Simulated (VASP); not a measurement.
Here is a VASP 6.6.1 calculation.

The input INCAR:

```
PREC = Accurate ; ENCUT = 500
EDIFF = 1E-8 ; ISMEAR = -1
SIGMA = 0.1 ; LREAL = False
LASPH = True ; NELM = 100
ALGO = Normal ; ISIF = 2
LWAVE = False ; LCHARG = False
ISPIN = 2 ; MAGMOM = 0.14 0.05 0.57 -0.05 0 0 0 0
LORBIT = 11 ; NUPDOWN = 0
LEFG = True
```

The input MgTe.cif:

```cif
data_MgTe
_cell_length_a 6.96313038
_cell_length_b 6.96313038
_cell_length_c 6.96313038
_cell_angle_alpha 90.00000000
_cell_angle_beta 90.00000000
_cell_angle_gamma 90.00000000
_space_group_name_H-M_alt 'F-43m'
_space_group_name_Hall 'F -4 2 3'
_space_group_IT_number 216
loop_
_space_group_symop_operation_xyz
'x,y,z'
'y,-x,-z'
'-x,-y,z'
'-y,x,-z'
'x,-y,-z'
'y,x,z'
'-x,y,-z'
'-y,-x,z'
'z,x,y'
'-z,y,-x'
'z,-x,-y'
'-z,-y,x'
'-z,x,-y'
'z,y,x'
'-z,-x,y'
'z,-y,-x'
'y,z,x'
'-x,-z,y'
'-y,z,-x'
'x,-z,-y'
'-y,-z,x'
'x,z,y'
'y,-z,-x'
'-x,z,-y'
'x,y+1/2,z+1/2'
'y,-x+1/2,-z+1/2'
'-x,-y+1/2,z+1/2'
'-y,x+1/2,-z+1/2'
'x,-y+1/2,-z+1/2'
'y,x+1/2,z+1/2'
'-x,y+1/2,-z+1/2'
'-y,-x+1/2,z+1/2'
'z,x+1/2,y+1/2'
'-z,y+1/2,-x+1/2'
'z,-x+1/2,-y+1/2'
'-z,-y+1/2,x+1/2'
'-z,x+1/2,-y+1/2'
'z,y+1/2,x+1/2'
'-z,-x+1/2,y+1/2'
'z,-y+1/2,-x+1/2'
'y,z+1/2,x+1/2'
'-x,-z+1/2,y+1/2'
'-y,z+1/2,-x+1/2'
'x,-z+1/2,-y+1/2'
'-y,-z+1/2,x+1/2'
'x,z+1/2,y+1/2'
'y,-z+1/2,-x+1/2'
'-x,z+1/2,-y+1/2'
'x+1/2,y,z+1/2'
'y+1/2,-x,-z+1/2'
'-x+1/2,-y,z+1/2'
'-y+1/2,x,-z+1/2'
'x+1/2,-y,-z+1/2'
'y+1/2,x,z+1/2'
'-x+1/2,y,-z+1/2'
'-y+1/2,-x,z+1/2'
'z+1/2,x,y+1/2'
'-z+1/2,y,-x+1/2'
'z+1/2,-x,-y+1/2'
'-z+1/2,-y,x+1/2'
'-z+1/2,x,-y+1/2'
'z+1/2,y,x+1/2'
'-z+1/2,-x,y+1/2'
'z+1/2,-y,-x+1/2'
'y+1/2,z,x+1/2'
'-x+1/2,-z,y+1/2'
'-y+1/2,z,-x+1/2'
'x+1/2,-z,-y+1/2'
'-y+1/2,-z,x+1/2'
'x+1/2,z,y+1/2'
'y+1/2,-z,-x+1/2'
'-x+1/2,z,-y+1/2'
'x+1/2,y+1/2,z'
'y+1/2,-x+1/2,-z'
'-x+1/2,-y+1/2,z'
'-y+1/2,x+1/2,-z'
'x+1/2,-y+1/2,-z'
'y+1/2,x+1/2,z'
'-x+1/2,y+1/2,-z'
'-y+1/2,-x+1/2,z'
'z+1/2,x+1/2,y'
'-z+1/2,y+1/2,-x'
'z+1/2,-x+1/2,-y'
'-z+1/2,-y+1/2,x'
'-z+1/2,x+1/2,-y'
'z+1/2,y+1/2,x'
'-z+1/2,-x+1/2,y'
'z+1/2,-y+1/2,-x'
'y+1/2,z+1/2,x'
'-x+1/2,-z+1/2,y'
'-y+1/2,z+1/2,-x'
'x+1/2,-z+1/2,-y'
'-y+1/2,-z+1/2,x'
'x+1/2,z+1/2,y'
'y+1/2,-z+1/2,-x'
'-x+1/2,z+1/2,-y'
loop_
_atom_site_label
_atom_site_type_symbol
_atom_site_symmetry_multiplicity
_atom_site_Wyckoff_symbol
_atom_site_fract_x
_atom_site_fract_y
_atom_site_fract_z
_atom_site_occupancy
Te1 Te 4 d 0.2500000000 0.2500000000 0.7500000000 1
Mg1 Mg 4 a 0.0000000000 0.0000000000 0.0000000000 1
```

File KPOINTS:

```
Automatic mesh
0
Gamma
  4 4 4
```

The input POSCAR:

```
Te Mg
 1.0000000000000000
     6.9631303800000000    0.0000000000000000    0.0000000000000000
     0.0000000000000000    6.9631303800000000    0.0000000000000000
     0.0000000000000000    0.0000000000000000    6.9631303800000000
 Te  Mg 
   4   4
Cartesian
  1.7407825950000000  1.7407825950000000  5.2223477850000002
  1.7407825950000000  5.2223477850000002  1.7407825950000000
  5.2223477850000002  5.2223477850000002  5.2223477850000002
  5.2223477850000002  1.7407825950000000  1.7407825950000000
  0.0000000000000000  0.0000000000000000  0.0000000000000000
  0.0000000000000000  3.4815651900000000  3.4815651900000000
  3.4815651900000000  0.0000000000000000  3.4815651900000000
  3.4815651900000000  3.4815651900000000  0.0000000000000000
```

Potentials or basis: VASP PAW LDA potentials, release 54 (Te, Mg).

The run is started by

```sh
$ ase convert -i cif -o vasp MgTe.cif POSCAR
$ cat potpaw_LDA.54/Te/POTCAR potpaw_LDA.54/Mg/POTCAR > POTCAR
$ mpirun -np 1 vasp_std > vasp.out
```

(1) Estimate the pressure.

## Answers

(1) -6.0 GPa.

Caveat: the total moment is fixed, so each spin has its own Fermi level.
